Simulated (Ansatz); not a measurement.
# GaN: response to strain

GaN is deformed so: xy engineering shear strain of -2 %. What stress and forces result, by LAPW, PAW and all-electron datasets made for the crystal?

Program: Ansatz 0.2.0. Level of theory: DFT PBE, scalar-relativistic. These are calculated values, not measurements.

2 further runs of the same task are left out: 2 set aside as unsound or not needed.

### 1 The starting structure

Symmetry: Fm-3m, No. 225, cubic system. The conventional cell has a = 4.268 Å, b = 4.268 Å, c = 4.268 Å, α = 90.00°, β = 90.00°, γ = 90.00°. Around Ga (site symmetry m-3m) lie 6 N at 2.13 Å. N (site symmetry m-3m) is surrounded by 6 Ga at 2.13 Å.

As a file:

```cif
data_structure
_symmetry_space_group_name_H-M 'P 1'
_symmetry_Int_Tables_number 1
_cell_length_a 3.0181
_cell_length_b 3.0181
_cell_length_c 3.0181
_cell_angle_alpha 60.000
_cell_angle_beta 60.000
_cell_angle_gamma 60.000
_cell_volume 19.44
loop_
_atom_site_label
_atom_site_type_symbol
_atom_site_fract_x
_atom_site_fract_y
_atom_site_fract_z
_atom_site_occupancy
Ga1 Ga 0.00000 0.00000 0.00000 1
N1 N 0.50000 0.50000 0.50000 1
```

Atoms are numbered in the order of the input: Ga1, N2.

### 2 The deformed structure

Space group Fm-3m before, Immm after.

### 3 Full-potential LAPW

File input.yaml:

```yaml
crystal:
  lattice:
    - [-0.0213412177, 2.1341217709, 2.1341217709]
    - [2.1341217709, -0.0213412177, 2.1341217709]
    - [2.1127805532, 2.1127805532, 0.0]
  atoms:
    - { symbol: Ga, position: [0.0, 0.0, 0.0] }
    - { symbol: "N", position: [0.5, 0.5, 0.5] }
kpoints:
  mp_grid: { grid: [13, 13, 13] }
scf:
  occupations: { method: fermi_dirac, width: 0.05 }
hamiltonian:
  xc: pbe
  pseudopotentials: { kind: all_electron, lapw: { basis_error: 0.00025 } }
output:
  forces: true
  stress: true
  eigenvalues: true
```

Command:

```
$ ansatz run input.yaml --threads 1 --pin off --max-ram 2048MiB --backend cpu --events-out ev --progress --plain --runs-dir out
```

### 4 PAW on the default files

input.yaml, as its differences from that of step 3:

```diff
@@ -14,3 +14,3 @@
   xc: pbe
-  pseudopotentials: { kind: all_electron, lapw: { basis_error: 0.00025 } }
+  pseudopotentials: { kind: paw }
 output:
@@ -19 +19,2 @@
   eigenvalues: true
+  efg: { contact_densities: true }
```

### 5 All-electron PAW on datasets made for the crystal

input.yaml, as its differences from that of step 4:

```diff
@@ -14,3 +14,3 @@
   xc: pbe
-  pseudopotentials: { kind: paw }
+  pseudopotentials: { kind: all_electron, datasets: crystal }
 output:
```

(Steps that only read results are left out.)

What does the calculation give? Wanted: pressure; largest shear or deviatoric stress.

**Answer**, as computed:

| quantity | value |
| --- | --- |
| pressure | LAPW 0.06, PAW 0.04, crystal datasets 0.06 GPa |
| largest shear or deviatoric stress (LAPW) | 4.11 GPa |

In words: The largest part of the stress beyond the pressure is 4.11 GPa in size, in the xy component; the atoms are carried along and not relaxed. No run of the undeformed cell stands beside it, so the pressure holds what the given cell had before the change. PAW: stress within 0.03 GPa of LAPW. Crystal datasets: stress within 0.01 GPa of LAPW.
